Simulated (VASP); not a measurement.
Be16H (a cell with a defect): relaxation of the atoms with PBE

Be16H (a cell with a defect):

```xyz
17
Lattice="-2.2900 -3.9664 0.0000 3.4350 -1.9832 0.0000 0.0000 0.0000 7.1769" Properties=species:S:1:pos:R:3 pbc="T T T"
Be    0.0000   -3.9664    0.0000
Be    0.0000   -2.6443    1.7942
Be    0.0000   -3.9664    3.5884
Be    0.0000   -2.6443    5.3826
Be   -1.1450   -1.9832    0.0000
Be    2.2900   -2.6443    1.7942
Be   -1.1450   -1.9832    3.5884
Be    2.2900   -2.6443    5.3826
Be    1.1450   -1.9832    0.0000
Be    1.1450   -0.6611    1.7942
Be    1.1450   -1.9832    3.5884
Be    1.1450   -0.6611    5.3826
Be    0.0000    0.0000    0.0000
Be    1.1450   -4.6275    1.7942
Be    0.0000    0.0000    3.5884
Be    1.1450   -4.6275    5.3826
H    -1.1846   -3.2605    0.9066
```

The cell was built by a generator and needn't be a form met in nature.

```json
{
 "Program": "VASP 6.6.1",
 "Task": "relaxation of the atoms",
 "Functional": "PBE",
 "Potentials or basis": "VASP PAW PBE potentials, release 64 (Be, H)",
 "Cutoff": "520 eV",
 "k mesh": "5 × 5 × 3",
 "Occupations": "fermi-dirac, width 0.15 eV",
 "Spin": "no spin polarisation",
 "Dipole correction": "no",
 "Further INCAR settings": "LREAL = Auto; ALGO = Fast; EDIFF = 1e-07; IBRION = 2; EDIFFG = -0.03; NSW = 80"
}
```

```json
{"Energy gained by relaxing": "4.9 meV/atom", "Ionic steps": "8", "Pressure after relaxing": "0.0 GPa", "Largest force after relaxing": "0.028 eV/Å", "Band gap on the k mesh": "none (metal or under the smearing width)"}
```

Forces in eV/Å, atoms in the order of the input:
```
Be   0.013 -0.006  0.003
Be  -0.004  0.004 -0.006
Be   0.006 -0.002 -0.005
Be   0.000 -0.002 -0.003
Be   0.001  0.001  0.006
Be   0.000 -0.002 -0.006
Be  -0.005  0.003  0.004
Be  -0.005  0.003 -0.001
Be  -0.008  0.003  0.005
Be  -0.002  0.002 -0.006
Be  -0.001  0.001  0.003
Be   0.003  0.002 -0.003
Be  -0.003  0.001  0.006
Be  -0.001  0.003 -0.004
Be  -0.005  0.004  0.003
Be  -0.008  0.006  0.004
H    0.018 -0.021  0.001
```

Stress tensor (GPa, compression positive):
```
 0.32  0.89  0.07
 0.89  1.35 -0.04
 0.07 -0.04 -1.58
```

The path:
```
step  energy change (eV)  largest force (eV/Å)  pressure (GPa)
   1              0.0000                0.6443            0.25
   2             -0.0660                0.2106            0.07
   3             -0.0770                0.1631            0.03
   4             -0.0813                0.0776            0.03
   5             -0.0827                0.0585            0.03
   6             -0.0833                0.0490            0.03
   7             -0.0836                0.0377            0.03
   8             -0.0838                0.0281            0.03
```

Final structure:
```
CELL_PARAMETERS angstrom
-2.29000 -3.96640 0.00000
3.43500 -1.98320 0.00000
0.00000 0.00000 7.17686
ATOMIC_POSITIONS crystal
Be 0.74996 0.50644 0.99677
Be 0.49264 0.33865 0.25381
Be 0.74989 0.49500 0.50264
Be 0.49924 0.33388 0.75051
Be 0.49263 0.99393 0.99631
Be 0.24963 0.83131 0.25095
Be 0.49936 0.99849 0.49963
Be 0.24979 0.83129 0.74701
Be 0.24964 0.50125 0.99950
Be 0.00708 0.33824 0.25379
Be 0.24982 0.50138 0.50309
Be 0.00043 0.33385 0.75050
Be 0.00703 0.99435 0.99638
Be 0.74997 0.82369 0.25349
Be 0.00030 0.99852 0.49966
Be 0.74987 0.83693 0.74762
H 0.74857 0.16183 0.12466
```

Levels at points of the mesh, in eV from the Fermi level:
```tsv
k point	band 12	band 13	band 14	band 15	band 16	band 17	band 18	band 19	band 20	band 21
(0.00, 0.00, 0.00)	-4.21	-4.11	-3.66	-0.04	0.02	0.33	0.43	0.77	1.05	1.06
```

Wall time 6.4 min on 1 thread of Intel(R) Xeon(R) 6975P-C (Granite Rapids), on a shared host, peak memory 0.27 GiB.
